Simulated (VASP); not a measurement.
# Mg (a cell with a defect) in VASP: notebook, part 2 of 2

VASP 6.6.1. Earlier steps stand in the parts before.

**5. Single point, PBEsol**

The input, INCAR:

```
ALGO = Fast
EDIFF = 1E-7
ENCUT = 520
GGA = PS
ISIF = 2
ISMEAR = -1
LASPH = True
LCHARG = False
LREAL = False
LWAVE = False
NBANDS = 25
NELM = 100
PREC = Accurate
SIGMA = 0.1
```

The input, KPOINTS:

```
k-points
0
Gamma
  3 2 3
```

The input, POSCAR:

```
Mg
1.0
    6.4200000000      0.0000000000      0.0000000000
   -4.8150000000      8.3398250000      0.0000000000
    0.0000000000      0.0000000000      5.2130400000
Mg
13
Direct
   -0.0112113967     -0.0151292143      0.0779671746
    0.1653881864      0.2429913098      0.4150712444
   -0.0084610804      0.4168471161      0.0879404340
    0.2526109899      0.5546713510      0.5931111213
   -0.0852993504      0.6720370032     -0.1755066142
    0.1557251145      0.7674505160      0.2988576723
    0.5705816956      0.0699230499      0.1087242760
    0.7540360866      0.2645783335      0.6014371653
    0.4200650779      0.3438142887     -0.0975482636
    0.6627392742      0.5151055328      0.3707684959
    0.5008382990      0.7002955098      0.0664619876
    0.6928332963      0.9009642289      0.5750483403
    0.2650115897      0.0104999805      0.6425766923
```

Potentials or basis: VASP PAW PBE potentials, release 64 (Mg).

Launch:

```bash
$ cat potpaw_PBE.64/Mg/POTCAR > POTCAR
$ mpirun -np 1 vasp_std > vasp.out
```

OUTCAR:

```text
EDIFF = 1E-7
   ENCUT = 520
   GGA = PS
   ISIF = 2
   ISMEAR = -1
   LASPH = True
   LREAL = False
   NELM = 100
   PREC = Accurate

 ion  position               nearest neighbor table
   1  0.989  0.985  0.078-   2 2.78  13 2.81  11 2.96   6 3.02  12 3.07  12 3.10   5 3.10   7 3.18
                             9 3.30  13 3.38   7 3.40
   2  0.165  0.243  0.415-   1 2.78  13 2.87   9 2.91   4 2.92   8 2.92  10 2.96   3 2.97   9 3.03
                            12 3.28
   3  0.992  0.417  0.088-   8 2.94   2 2.97   4 3.00  11 3.04   4 3.05   5 3.06   8 3.07   7 3.07
[... 534 lines left out ...]
  energy-cutoff  :      520.00
  volume of cell :      279.11
      direct lattice vectors                 reciprocal lattice vectors
     6.420000000  0.000000000  0.000000000     0.155763240  0.089929945  0.000000000
    -4.815000000  8.339825000  0.000000000     0.000000000  0.119906593  0.000000000
     0.000000000  0.000000000  5.213040000     0.000000000  0.000000000  0.191826650

 POSITION                                       TOTAL-FORCE (eV/Angst)
 -----------------------------------------------------------------------------------
      1.60587      8.21365      0.40645         0.019559      0.030592     -0.049379
     -0.10821      2.02651      2.16378        -0.036006     -0.040291      0.061207
      4.35856      3.47643      0.45844         0.027685      0.031092      0.026671
     -1.04898      4.62586      3.09191         0.027641      0.025409      0.006134
      2.63652      5.60467      4.29812        -0.038769     -0.037537     -0.033474
     -2.69552      6.40040      1.55796        -0.025421     -0.056747     -0.066218
      3.32646      0.58315      0.56678        -0.007045      0.042971      0.059973
      3.56697      2.20654      3.13532        -0.004599      0.053001      0.044189
      1.04135      2.86735      4.70452        -0.016081     -0.054722      0.033299
      1.77455      4.29589      1.93283        -0.031839     -0.039688     -0.006827
     -0.15654      5.84034      0.34647         0.028517      0.031329     -0.013046
      0.10985      7.51388      2.99775        -0.036044      0.065506     -0.031817
      1.65082      0.08757      3.34978         0.092402     -0.050914     -0.030713
 -----------------------------------------------------------------------------------
    total drift:                                0.000004     -0.000006     -0.000000

  FREE ENERGIE OF THE ION-ELECTRON SYSTEM (eV)
  ---------------------------------------------------
  free  energy   TOTEN  =       -20.3989019335 eV

  energy  without entropy=      -20.1498138590  energy(sigma->0) =      -20.27435790
```

OSZICAR:

```text
N       E                     dE             d eps       ncg     rms          rms(c)
DAV:   1     0.225476334216E+02    0.22548E+02   -0.78153E+03   500   0.762E+02
DAV:   2    -0.189490065013E+02   -0.41497E+02   -0.38918E+02   593   0.886E+01
DAV:   3    -0.205917553613E+02   -0.16427E+01   -0.16062E+01   640   0.143E+01
DAV:   4    -0.206104400644E+02   -0.18685E-01   -0.18663E-01   632   0.177E+00
DAV:   5    -0.206106629480E+02   -0.22288E-03   -0.22285E-03   648   0.214E-01    0.252E+00
RMM:   6    -0.204683233402E+02    0.14234E+00   -0.86463E-02   515   0.661E-01    0.156E+00
RMM:   7    -0.204103470402E+02    0.57976E-01   -0.30397E-02   559   0.553E-01    0.579E-01
RMM:   8    -0.203993658132E+02    0.10981E-01   -0.40258E-03   610   0.286E-01    0.771E-02
RMM:   9    -0.203989264256E+02    0.43939E-03   -0.47933E-04   603   0.959E-02    0.273E-02
RMM:  10    -0.203988995403E+02    0.26885E-04   -0.98366E-05   604   0.395E-02    0.652E-03
RMM:  11    -0.203989010559E+02   -0.15157E-05   -0.10049E-05   623   0.142E-02    0.247E-03
RMM:  12    -0.203989018580E+02   -0.80208E-06   -0.22576E-06   612   0.667E-03    0.478E-04
RMM:  13    -0.203989019335E+02   -0.75523E-07   -0.44830E-07   548   0.292E-03
   1 F= -.20398902E+02 E0= -.20274358E+02  d E =-.249088E+00
```

It took 84 s on 1 thread of Intel Xeon Platinum 8488C (Sapphire Rapids), shared host; peak memory 0.36 GiB.

What came out:

- Free energy: -20.3989 eV
- Pressure: 4.1 GPa
- Largest force: 0.110 eV/Å
- Band gap on the k mesh: none (metal or under the smearing width)

Forces in eV/Å, atoms in the order of the input:
```
Mg   0.020  0.031 -0.049
Mg  -0.036 -0.040  0.061
Mg   0.028  0.031  0.027
Mg   0.028  0.025  0.006
Mg  -0.039 -0.038 -0.033
Mg  -0.025 -0.057 -0.066
Mg  -0.007  0.043  0.060
Mg  -0.005  0.053  0.044
Mg  -0.016 -0.055  0.033
Mg  -0.032 -0.040 -0.007
Mg   0.029  0.031 -0.013
Mg  -0.036  0.066 -0.032
Mg   0.092 -0.051 -0.031
```

Caveat: the k mesh is coarse (spacing up to 0.40 Å⁻¹), so the values aren't converged; the PAW data sets were made with another functional, which shifts forces and pressure a little.

**6. Single point, PBEsol**

The input, INCAR:

```
SYSTEM = Mg
ALGO = Fast
EDIFF = 1E-7
ENCUT = 520
GGA = PS
ISIF = 2
ISMEAR = -1
LASPH = .True.
LCHARG = .False.
LREAL = .False.
LWAVE = .False.
NBANDS = 25
NELM = 100
PREC = Accurate
SIGMA = 0.1
```

The input, KPOINTS:

```
k-points
0
Gamma
  3 2 3
  0 0 0
```

The input, POSCAR:

```
Mg
1.0
    6.4200000000      0.0000000000      0.0000000000
   -4.8150000000      8.3398250000      0.0000000000
    0.0000000000      0.0000000000      5.2130400000
Mg
13
Direct
   -0.0454842901      0.0399276963     -0.0405097601
    0.1914237651      0.1849378134      0.4381984408
    0.0451325298      0.3965978902      0.0935843577
    0.2266587305      0.5890666771      0.5443858094
   -0.1164102099      0.6433010285     -0.1666490186
    0.0818868591      0.8211554799      0.2765645382
    0.5687052814      0.0937065226      0.1894854058
    0.7931966261      0.2690291463      0.6289840477
    0.4445211164      0.3284291937     -0.0884727529
    0.6226116697      0.5132728804      0.3721609656
    0.4813694366      0.7256826132      0.0223199899
    0.7084725047      0.8810308370      0.5008143041
    0.3339219727     -0.0432963521      0.7316024815
```

Potentials or basis: VASP PAW PBE potentials, release 64 (Mg).

Launch:

```bash
$ cat potpaw_PBE.64/Mg/POTCAR > POTCAR
$ mpirun -np 1 vasp_std > vasp.out
```

Run time: 87 s. Hardware: 1 thread of Intel Xeon Platinum 8488C (Sapphire Rapids), shared host; peak memory 0.36 GiB.

It converged, with:

```yaml
Free_energy: -20.6371 eV
Pressure: 3.5 GPa
Largest_force: 0.114 eV/Å
Band_gap_on_the_k_mesh: none (metal or under the smearing width)
```

Forces in eV/Å, atoms in the order of the input:
```
Mg   0.000 -0.029  0.022
Mg   0.012 -0.004 -0.043
Mg  -0.063  0.048  0.067
Mg   0.058 -0.032  0.092
Mg  -0.077  0.006 -0.037
Mg   0.105 -0.018 -0.024
Mg  -0.004  0.066 -0.003
Mg   0.036 -0.027  0.064
Mg  -0.077  0.007 -0.069
Mg   0.061 -0.023 -0.093
Mg  -0.044  0.021  0.030
Mg   0.016 -0.006 -0.005
Mg  -0.023 -0.011  0.000
```

Stress tensor (GPa, compression positive):
```
0.57 2.83 0.62
2.83 2.40 3.56
0.62 3.56 7.65
```

Levels at points of the mesh, in eV from the Fermi level:
```tsv
k point	band 9	band 10	band 11	band 12	band 13	band 14	band 15	band 16	band 17	band 18
(0.00, 0.00, 0.00)	-1.72	-0.41	-0.21	0.14	0.15	0.22	0.26	1.14	1.31	1.74
(0.00, 0.50, 0.00)	-1.34	-1.32	-1.16	-1.07	-0.38	-0.36	1.59	1.63	1.85	1.89
```

Caveat: the k mesh is coarse (spacing up to 0.40 Å⁻¹), so the values aren't converged; the PAW data sets were made with another functional, which shifts forces and pressure a little.

**7. Single point, PBEsol**

The input, INCAR:

```
SYSTEM = Mg
ALGO = Normal
EDIFF = 1E-6
ENCUT = 520
GGA = PS
ISIF = 2
ISMEAR = -1
LASPH = .TRUE.
LCHARG = .FALSE.
LREAL = .FALSE.
LWAVE = .FALSE.
NBANDS = 25
NELM = 100
PREC = Accurate
SIGMA = 0.1
```

The input, KPOINTS:

```
k-points
0
G
  3 2 3
  0 0 0
```

The input, POSCAR:

```
Mg
1.0
    6.4200000000      0.0000000000      0.0000000000
   -4.8150000000      8.3398250000      0.0000000000
    0.0000000000      0.0000000000      5.2130400000
Mg
13
Direct
   -0.0083000647      0.0358348047     -0.0114288400
    0.1630962601      0.2173790217      0.4782936636
    0.0523874152      0.3635447986     -0.0107137102
    0.1972151980      0.5976771695      0.4351568375
   -0.0136931096      0.6487464665     -0.1236921259
    0.0121633432      0.8115870537      0.3190953839
    0.5343666592      0.0265451613      0.1394180747
    0.7496744863      0.2914359714      0.5142974157
    0.5105046146      0.3307126948     -0.0040868668
    0.5923638000      0.5333386492      0.4931550496
    0.5324557362      0.6909742111     -0.0045719964
    0.6851077151      0.8979627270      0.5395792091
    0.3298115493     -0.0041046425      0.6755252214
```

Launch:

```bash
$ cat potpaw_PBE.64/Mg/POTCAR > POTCAR
$ mpirun -np 1 vasp_std > vasp.out
```

Wall time 74 s (1 thread of Intel Xeon Platinum 8488C (Sapphire Rapids), shared host); peak memory 0.36 GiB.

The run converged. Its results:

| Property | Result |
| --- | --- |
| Free energy | -20.2173 eV |
| Pressure | 3.8 GPa |
| Largest force | 0.043 eV/Å |
| Band gap on the k mesh | none (metal or under the smearing width) |

Forces in eV/Å, atoms in the order of the input:
```
Mg  -0.013  0.013 -0.002
Mg   0.011  0.002 -0.008
Mg  -0.003  0.008 -0.007
Mg  -0.004 -0.018 -0.002
Mg  -0.001  0.006 -0.019
Mg   0.006  0.004 -0.032
Mg   0.007  0.024  0.024
Mg  -0.005 -0.024 -0.002
Mg  -0.004  0.009 -0.001
Mg   0.008  0.008  0.004
Mg  -0.006  0.006  0.007
Mg   0.005 -0.011  0.004
Mg  -0.002 -0.027  0.034
```

Stress tensor (GPa, compression positive):
```
3.17 0.52 0.35
0.52 2.96 0.62
0.35 0.62 5.30
```

Levels at points of the mesh, in eV from the Fermi level:
| k point | band 11 | band 12 | band 13 | band 14 | band 15 | band 16 |
| --- | --- | --- | --- | --- | --- | --- |
| (0.00, 0.00, 0.00) | -0.27 | 0.10 | 0.14 | 0.32 | 0.35 | 1.21 |
| (0.00, 0.50, 0.00) | -1.21 | -0.90 | -0.46 | -0.25 | 1.55 | 1.67 |

Caveat: the k mesh is coarse (spacing up to 0.40 Å⁻¹), so the values aren't converged; the PAW data sets were made with another functional, which shifts forces and pressure a little.
